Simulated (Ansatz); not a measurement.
**Si (diamond) under strain**

Si (diamond), relaxed with r2SCAN in Ansatz 0.2.0. Space group Fd-3m (No. 227), cubic; a = 5.444 Å in the conventional setting, 20.17 Å³ an atom. Around Si lie 4 Si at 2.36 Å.

The axes x, y and z are those of this cell:
```
Si
1.0
     0.00000    2.72212    2.72212
     2.72212    0.00000    2.72212
     2.72212    2.72212    0.00000
Si
2
Cartesian
  0.0000 0.0000 0.0000
  1.3611 1.3611 1.3611
```

Unstrained: The PBE gap is indirect, 0.583 eV (Γ to Γ–X (0.84 of the way from Γ)), below the direct gap of 2.557 eV at Γ. r2SCAN gives an indirect gap of 0.770 eV, from Γ to Γ–X (0.84 of the way from Γ); the least direct gap is 2.739 eV at Γ. The HSE06 gap is indirect, 1.144 eV (Γ to Γ–X (0.84 of the way from Γ)), below the direct gap of 3.312 eV at Γ. Meshes: PBE 8×8×8, r2SCAN 8×8×8, HSE06 6×6×6. Strains are changes of length per length, and xy shears are angles. After each strain the atoms were relaxed again with r2SCAN within the symmetry that the strain leaves, so tilts or polar shifts that break it weren't tested; points keep the names that they have in the unstrained zone. Calculated for a static, non-magnetic cell.

Changes of the least gap in eV (an overlap counts as a negative gap):
```json
{"strain": "epitaxial +0.5 % in the xy plane, free normal strain -0.34 %", "volume change (%)": "+0.7", "space group": "I4_1/amd", "PBE": "-0.077", "r2SCAN": "-0.083", "HSE06": "-0.082", "energy rise, r2SCAN (meV/atom)": "0.6"}
{"strain": "isotropic -0.5 % on every length", "volume change (%)": "-1.5", "space group": "Fd-3m", "PBE": "-0.027", "r2SCAN": "-0.026", "HSE06": "-0.027", "energy rise, r2SCAN (meV/atom)": "1.4"}
{"strain": "epitaxial -2.5 % in the xy plane, free normal strain +1.81 %", "volume change (%)": "-3.2", "space group": "I4_1/amd", "PBE": "-0.296", "r2SCAN": "-0.309", "HSE06": "-0.308", "energy rise, r2SCAN (meV/atom)": "15.2"}
{"strain": "xy shear, engineering strain (angle) -3.0 %", "volume change (%)": "0.0", "space group": "Imma", "PBE": "-0.216", "r2SCAN": "-0.228", "HSE06": "-0.224", "energy rise, r2SCAN (meV/atom)": "4.6"}
{"strain": "epitaxial +5.0 % in the plane normal to [111], free normal strain -1.79 %", "volume change (%)": "+8.3", "space group": "R-3m", "PBE": "-0.276", "r2SCAN": "-0.305", "HSE06": "-0.291", "energy rise, r2SCAN (meV/atom)": "65.7"}
```

Epitaxial +0.5 % in the xy plane, free normal strain -0.34 %. HSE06: the gap goes from 1.144 to 1.062 eV (-0.082 eV); with r2SCAN the top three valence levels at Γ, degenerate before, become 1+2 from the top over 63 meV. Stress change with r2SCAN, compression positive: xx -0.92, yy -0.92, zz -0.04 GPa.

Isotropic -0.5 % on every length. HSE06: the gap goes from 1.144 to 1.117 eV (-0.027 eV). Stress change with r2SCAN, compression positive: xx +1.51, yy +1.51, zz +1.51 GPa. For HSE06, dE_g/d ln V = 1.8 eV over this step.

Epitaxial -2.5 % in the xy plane, free normal strain +1.81 %. HSE06: the gap goes from 1.144 to 0.836 eV (-0.308 eV); with r2SCAN the top three valence levels at Γ, degenerate before, become 2+1 from the top over 348 meV. Stress change with r2SCAN, compression positive: xx +4.99, yy +4.99, zz +0.04 GPa.

Xy shear, engineering strain (angle) -3.0 %. HSE06: the gap goes from 1.144 to 0.920 eV (-0.224 eV); the edges go from Γ → Γ–X (0.84) to Γ → Γ–X (0.91); with r2SCAN the top three valence levels at Γ, degenerate before, become 1+1+1 from the top over 279 meV. Stress change with r2SCAN, compression positive: xx +0.05, yy +0.05, zz -0.02, xy +2.45 GPa.

Epitaxial +5.0 % in the plane normal to [111], free normal strain -1.79 %. HSE06: the gap goes from 1.144 to 0.853 eV (-0.291 eV); the edges go from Γ → Γ–X (0.84) to Γ → X; with r2SCAN the top three valence levels at Γ, degenerate before, become 1+2 from the top over 412 meV. Stress change with r2SCAN, compression positive: xx -6.40, yy -6.40, zz -6.40, xy +3.20, xz +3.20, yz +3.20 GPa.

Where an edge lies off the special points, it is a point of the mesh or the k point where a search put PBE's edge or least direct gap, reused for the other functionals, whose own edges may lie a little apart.

The meshes of the hybrids are coarse, so their gaps aren't converged to the digits shown.

The splittings at Γ are without spin-orbit coupling, which regroups them where it is of like size or larger.
